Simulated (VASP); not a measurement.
Here is a VASP 6.6.1 calculation.

INCAR

```
  PREC = Accurate
  ENCUT = 520
  EDIFF = 1E-6
  ISMEAR = 0
  SIGMA = 0.014
  LREAL = False
  LASPH = True
  NELM = 80
  ALGO = Fast
  ISIF = 2
  LWAVE = False
  LCHARG = True
  GGA = PE
  LELF = True
  LVHAR = True
```

File KPOINTS:

```
Automatic mesh
0
Gamma
  7 7 7
```

File POSCAR:

```
HgTe
1.0
    0.0000000000      3.2145000000      3.2145000000
    3.2145000000      0.0000000000      3.2145000000
    3.2145000000      3.2145000000      0.0000000000
Hg Te
1 1
Direct
    0.0000000000      0.0000000000      0.0000000000
    0.7500000000      0.7500000000      0.7500000000
```

Potentials or basis: VASP PAW PBE potentials, release 64 (Hg, Te).

Command:

```console
$ cat potpaw_PBE.64/Hg/POTCAR potpaw_PBE.64/Te/POTCAR > POTCAR
$ mpirun -np 1 vasp_std > vasp.out
```

Problem. Predict the band gap on the k mesh.

Solution. None (metal or under the smearing width).

Problem. What does it give for the pressure?

Solution. 4.6 GPa.

Spin-orbit coupling is left out, which matters for the levels of Hg, Te.
